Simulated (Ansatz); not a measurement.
A run of Ansatz 0.2.0:

Contents of input.yaml:

```yaml
crystal:
  lattice:
    - [1.58, 0.9122134253, 6.15]
    - [-1.58, 0.9122134253, 6.15]
    - [0.0, -1.8244268506, 6.15]
  atoms:
    - { symbol: Mo, position: [0.0, 0.0, 0.0] }
    - { symbol: S, position: [0.417, 0.417, 0.417] }
    - { symbol: S, position: [0.25, 0.25, 0.25] }
hamiltonian:
  xc: pbesol
  pseudopotentials: { kind: paw }
kpoints:
  mp_grid: { grid: [10, 10, 10] }
scf:
  occupations: { method: fermi_dirac, width: 0.05 }
output:
  forces: true
  stress: true
  eigenvalues: true
  write_density: true
  write_potential: true
  elf: true
  volumetric_format: npy
relax:
  f_tol: 0.01
  max_steps: 40
  cell: { stress_tol: 0.05, p_target: 30.0 }
```

Potentials or basis: Ansatz PAW.

Launch:

```bash
$ ansatz run input.yaml --threads 2 --pin off --max-ram 5632MiB --backend cpu --events-out ev --progress --plain --runs-dir out
```

Hardware: 2 threads of Arm Neoverse V2 (shared host).

Task: How long does it take, and how much memory?

Result: Wall time 47 s on 2 threads of Arm Neoverse V2 (shared host), peak memory 0.43 GiB. Counts: scf iterations 57, plane waves 785, k points 116, bands 17, ion steps 9.
